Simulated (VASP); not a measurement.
# Ni (Fm-3m) in VASP: notebook

Runs on Ni. Level: PBE. Tasks: relaxation of cell and atoms.

Everything below comes from runs of VASP 6.6.1. Logs are shortened: lines on timing, memory, paths and dates and some standing lists are left out, and cuts for length are marked.

## (1) The structure

Symmetry: Fm-3m, No. 225, cubic system. Conventional cell: a = 3.524 Å, b = 3.524 Å, c = 3.524 Å, α = 90.00°, β = 90.00°, γ = 90.00°. Around Ni (site symmetry m-3m) lie 12 Ni at 2.49 Å.

## (2) Relaxation of cell and atoms, PBE, collinear spin, ferromagnetic start

INCAR reads:

```
PREC     = Accurate       # precision mode
ENCUT    = 520            # plane-wave cutoff, eV
EDIFF    = 0.05           # SCF threshold, eV
ISMEAR   = 0              # smearing method
SIGMA    = 0.1            # smearing width, eV
LREAL    = False          # projectors in reciprocal space
LASPH    = True           # aspherical terms in the spheres
NELM     = 120            # most SCF steps
ALGO     = Normal         # electronic algorithm
ISIF     = 3              # what is computed and relaxed
LWAVE    = False          # write WAVECAR
LCHARG   = False          # write CHGCAR
ISPIN    = 2              # spin polarisation
MAGMOM   = 0.8            # initial moments
LORBIT   = 11             # projections on sites
LMAXMIX  = 4              # l up to which the mixer works
GGA      = PE             # functional
IBRION   = 2              # ionic algorithm
NSW      = 80             # ionic steps
EDIFFG   = -0.002         # ionic threshold
```

KPOINTS reads:

```
Automatic mesh
0
Gamma
  20 20 20
```

POSCAR reads:

```
Ni
1.0
    0.0000000000      1.7619350000      1.7619350000
    1.7619350000      0.0000000000      1.7619350000
    1.7619350000      1.7619350000      0.0000000000
Ni
1
Direct
    0.0000000000      0.0000000000      0.0000000000
```

Potentials or basis: VASP PAW PBE potentials, release 64 (Ni).

Command:

```console
$ cat potpaw_PBE.64/Ni/POTCAR > POTCAR
$ mpirun -np 1 vasp_std > vasp.out
```

OUTCAR:

```text
PREC = Accurate
   ENCUT = 520
   EDIFF = 0.05
   ISMEAR = 0
   LREAL = False
   LASPH = True
   NELM = 120
   ISIF = 3
   ISPIN = 2
   LORBIT = 11
   GGA = PE
   IBRION = 2
   NSW = 80
   EDIFFG = -0.002

 ion  position               nearest neighbor table
   1  0.000  0.000  0.000-

  LATTYP: Found a face centered cubic cell.
 ALAT       =     3.5238700000

  Lattice vectors:

 A1 = (   0.0000000000,   1.7619350000,   1.7619350000)
 A2 = (   1.7619350000,   0.0000000000,   1.7619350000)
 A3 = (   1.7619350000,   1.7619350000,   0.0000000000)

Analysis of symmetry for initial positions (statically):
=====================================================================
 Subroutine PRICEL returns:
 Original cell was already a primitive cell.

 Routine SETGRP: Setting up the symmetry group for a
 face centered cubic supercell.

 Subroutine GETGRP returns: Found 48 space group operations
 (whereof 48 operations were pure point group operations)
 out of a pool of 48 trial point group operations.

The static configuration has the point symmetry O_h .

Analysis of symmetry for dynamics (positions and initial velocities):
=====================================================================
 Subroutine PRICEL returns:
 Original cell was already a primitive cell.

 Routine SETGRP: Setting up the symmetry group for a
 face centered cubic supercell.

 Subroutine GETGRP returns: Found 48 space group operations
 (whereof 48 operations were pure point group operations)
 out of a pool of 48 trial point group operations.

The dynamic configuration has the point symmetry O_h .

Analysis of structural, dynamic, and magnetic symmetry:
=====================================================================
 Subroutine PRICEL returns:
 Original cell was already a primitive cell.

 Routine SETGRP: Setting up the symmetry group for a
 face centered cubic supercell.

 Subroutine GETGRP returns: Found 48 space group operations
 (whereof 48 operations were pure point group operations)
 out of a pool of 48 trial point group operations.

The overall configuration has the point symmetry O_h .

 Subroutine INISYM returns: Found 48 space group operations
 (whereof 48 operations are pure point group operations),
 and found     1 'primitive' translations

----------------------------------------------------------------------------------------

                                     Primitive cell

[... 118 lines left out ...]
   LRPA    =     F    only Hartree local field effects (RPA)
 conjugate gradient relaxation of ions
 spin polarized calculation
 Gauss-broadening in eV      SIGMA  =   0.10
  energy-cutoff  :      520.00
  volume of cell :       10.94
 maximum number of plane-waves:       306
   NGX =  9   NGY =  9   NGZ =  9

--------------------------------------- Ionic step        1  -------------------------------------------

 number of electron      10.0000010 magnetization       0.6703271

 Free energy of the ion-electron system (eV)
  ---------------------------------------------------
  ext. energy  EPLUGINS =         0.00000000
  ---------------------------------------------------
  free energy    TOTEN  =        -5.47798830 eV

  energy without entropy =       -5.46931717  energy(sigma->0) =       -5.47365274

------------------------ aborting loop because EDIFF is reached ----------------------------------------

  FORCE on cell =-STRESS in cart. coord.  units (eV):
  Direction    XX          YY          ZZ          XY          YZ          ZX
  --------------------------------------------------------------------------------------
  -------------------------------------------------------------------------------------
  Total       -0.0529308     -0.0529308     -0.0529308      0.0000000      0.0000000      0.0000000
  in kB       -7.7521068     -7.7521068     -7.7521068      0.0000000      0.0000000      0.0000000
  external PRESSURE =      -7.7521068 kB  Pullay stress =       0.0000000 kB
[... 86 lines left out ...]
  FREE ENERGIE OF THE ION-ELECTRON SYSTEM (eV)
  ---------------------------------------------------
  free  energy   TOTEN  =        -5.4779520591 eV

  energy  without entropy=       -5.4692490922  energy(sigma->0) =       -5.47360058

[... ionic steps 4 to 22 ...]

--------------------------------------- Ionic step       23  -------------------------------------------

 number of electron      10.0000009 magnetization       0.6283082

------------------------ aborting loop because EDIFF is reached ----------------------------------------
[... 65 lines left out ...]
--------------------------------------- Ionic step       25  -------------------------------------------

 number of electron      10.0000009 magnetization       0.6283440

 Free energy of the ion-electron system (eV)
  ---------------------------------------------------
  ext. energy  EPLUGINS =         0.00000000
  ---------------------------------------------------
  free energy    TOTEN  =        -5.47513805 eV

  energy without entropy =       -5.46636894  energy(sigma->0) =       -5.47075349

 E-fermi :   9.3712     XC(G=0): -13.2529

 val. band max:        9.3706277543   @ k =  -0.4500   0.5000   0.0500
 cond. band min:       9.3713173479   @ k =   0.4000   0.0000   0.0000
 fundamental gap:      0.0006895935
 Fermi energy:         9.3712379160

 spin component 1

 k-point     1 :       0.0000    0.0000    0.0000
  band No.  band energies     occupation
      1       0.3633      1.00000
      2       6.9326      1.00000
      3       6.9326      1.00000
      4       6.9326      1.00000
      5       8.1107      1.00000
      6       8.1107      1.00000
      7      33.0906      0.00000
      8      36.9470      0.00000
      9      36.9470      0.00000
[... 265 lines left out ...]
 k-point    24 :      -0.3500    0.0500    0.0000
  band No.  band energies     occupation
      1       4.1896      1.00000
      2       7.0205      1.00000
      3       7.0753      1.00000
      4       7.1962      1.00000
      5       8.4402      1.00000
      6       8.7898      1.00000
      7      18.5066      0.00000
      8      31.0498      0.00000
      9      33.4151      0.00000

 [... further k-points ...]

 spin component 2

 k-point     1 :       0.0000    0.0000    0.0000
  band No.  band energies     occupation
      1       0.3273      1.00000
      2       7.6902      1.00000
      3       7.6902      1.00000
      4       7.6902      1.00000
      5       8.6971      1.00000
      6       8.6971      1.00000
      7      32.9259      0.00000
      8      36.9270      0.00000
      9      36.9270      0.00000
[... 304 lines left out ...]
  FREE ENERGIE OF THE ION-ELECTRON SYSTEM (eV)
  ---------------------------------------------------
  free  energy   TOTEN  =        -5.4751380527 eV

  energy  without entropy=       -5.4663689353  energy(sigma->0) =       -5.47075349

 reached required accuracy - stopping structural energy minimisation

 total charge

# of ion       s       p       d       tot
------------------------------------------
    1        0.498   0.498   8.314   9.309

 magnetization (x)

# of ion       s       p       d       tot
------------------------------------------
    1       -0.007  -0.025   0.672   0.640
```

Run time: 95 s. Hardware: 1 thread of Intel Xeon 6975P-C (Granite Rapids), shared host; peak memory 0.17 GiB.

Results:

- Free energy: -5.4751 eV
- Relaxed volume: 10.89 Å³/atom
- Relaxed cell: a = 2.488 Å, b = 2.488 Å, c = 2.488 Å, α = 60.00°, β = 60.00°, γ = 60.00°
- Space group after relaxing (to 0.05 Å): Fm-3m (No. 225)
- Energy gained by relaxing: -2.9 meV/atom
- Ionic steps: 25
- Pressure after relaxing: 0.0 GPa
- Band gap on the k mesh: none (metal or under the smearing width)
- Net moment: 0.63 μB per cell
- Site moments: Ni +0.64 μB
- Valence electrons inside the program's atomic spheres: Ni 9.31

Step by step:
```
step  energy change (eV)  largest force (eV/Å)  pressure (GPa)  volume (Å³)
   1              0.0000                0.0000           -0.78        10.94
   2             -0.0023                0.0000           77.82        10.86
   3              0.0000                0.0000          -57.99        10.94
   4              0.0022                0.0000           27.14        10.90
   5              0.0028                0.0000           -7.61        10.91
   6              0.0029                0.0000            1.47        10.91
   7              0.0029                0.0000           -0.71        10.91
   8              0.0009                0.0000           48.32        10.85
   9              0.0012                0.0000          -43.89        10.91
  10              0.0025                0.0000           20.51        10.88
  11              0.0028                0.0000           -6.32        10.89
  12              0.0028                0.0000            1.35        10.89
  13              0.0029                0.0000           -0.34        10.89
  14              0.0027                0.0000           11.94        10.88
  15              0.0028                0.0000          -10.67        10.89
  16              0.0028                0.0000            5.02        10.88
  17              0.0028                0.0000           -1.46        10.89
  18              0.0029                0.0000            0.33        10.89
  19              0.0029                0.0000           -0.04        10.89
  20              0.0028                0.0000            1.17        10.88
  21              0.0028                0.0000           -0.98        10.89
  22              0.0029                0.0000            0.50        10.88
  23              0.0029                0.0000           -0.11        10.89
  24              0.0029                0.0000            0.06        10.89
  25              0.0029                0.0000            0.03        10.89
```

Final structure:
```
Ni
1.0
     0.00000    1.75900    1.75900
     1.75900    0.00000    1.75900
     1.75900    1.75900    0.00000
Ni
1
Cartesian
  0.0000 0.0000 0.0000
```

## (3) Relaxation of cell and atoms, PBE, collinear spin, ferromagnetic start

This run uses another cell than the first one, of 10.89 Å³/atom, 0.995 times its volume.

INCAR is that of step 2.

KPOINTS is that of step 2.

POSCAR reads:

```
Ni                                      
1.0
   -0.0000000000      1.7590028898      1.7590028898
    1.7590028898      0.0000000000      1.7590028898
    1.7590028898      1.7590028898     -0.0000000000
  Ni            
     1
Direct
     0.0000000000000000    0.0000000000000000    0.0000000000000000
```

Potentials or basis: VASP PAW PBE potentials, release 64 (Ni).

Command:

```console
$ cat potpaw_PBE.64/Ni/POTCAR > POTCAR
$ mpirun -np 1 vasp_std > vasp.out
```

It took 83 s on 1 thread of Intel Xeon 6975P-C (Granite Rapids), shared host; peak memory 0.17 GiB.

The run converged. Its results:

```
Free energy                                           : -5.4751 eV
Relaxed volume                                        : 10.89 Å³/atom
Relaxed cell                                          : a = 2.488 Å, b = 2.488 Å, c = 2.488 Å, α = 60.00°, β = 60.00°, γ = 60.00°
Space group after relaxing (to 0.05 Å)                : Fm-3m (No. 225)
Energy gained by relaxing                             : -3.0 meV/atom
Ionic steps                                           : 20
Pressure after relaxing                               : 0.0 GPa
Band gap on the k mesh                                : none (metal or under the smearing width)
Net moment                                            : 0.63 μB per cell
Site moments                                          : Ni +0.64 μB
Valence electrons inside the program's atomic spheres : Ni 9.31
```

The path:
```csv
step,energy change (eV),largest force (eV/Å),pressure (GPa),volume (Å³)
1,0.0000,0.0000,0.44,10.89
2,0.0023,0.0000,-27.82,10.93
3,0.0018,0.0000,38.59,10.89
4,0.0027,0.0000,-18.39,10.91
5,0.0029,0.0000,10.48,10.90
6,0.0030,0.0000,-3.44,10.90
7,0.0030,0.0000,0.60,10.90
8,0.0030,0.0000,-0.46,10.90
9,0.0022,0.0000,31.67,10.86
10,0.0023,0.0000,-28.78,10.90
11,0.0028,0.0000,13.47,10.88
12,0.0030,0.0000,-4.13,10.89
13,0.0030,0.0000,0.83,10.89
14,0.0030,0.0000,-0.21,10.89
15,0.0030,0.0000,5.68,10.88
16,0.0030,0.0000,-5.03,10.89
17,0.0030,0.0000,2.34,10.89
18,0.0030,0.0000,-0.69,10.89
19,0.0030,0.0000,0.16,10.89
20,0.0030,0.0000,-0.02,10.89
```

Final structure:
```xyz
1
Lattice="0.0000 1.7591 1.7591 1.7591 0.0000 1.7591 1.7591 1.7591 0.0000" Properties=species:S:1:pos:R:3 pbc="T T T"
Ni    0.0000    0.0000    0.0000
```

Levels at points of the mesh, in eV from the Fermi level:
Spin up:
```
           k point  band 2  band 3  band 4  band 5  band 6  band 7  band 8  band 9
(0.00, 0.00, 0.00)   -2.44   -2.44   -2.44   -1.26   -1.26   23.72   27.57   27.57
(0.50, 0.00, 0.00)   -2.42   -2.42   -0.61   -0.61   -0.29    5.65   22.21   24.66
(0.50, 0.50, 0.00)   -4.20   -0.55   -0.48   -0.48    2.45    9.21   14.82   14.82
```
Spin down:
```tsv
k point	band 3	band 4	band 5	band 6	band 7	band 8
(0.00, 0.00, 0.00)	-1.68	-1.68	-0.67	-0.67	23.55	27.55
(0.50, 0.00, 0.00)	-1.80	-0.36	0.15	0.15	6.08	22.06
(0.50, 0.50, 0.00)	0.06	0.39	0.39	2.40	9.45	14.83
```
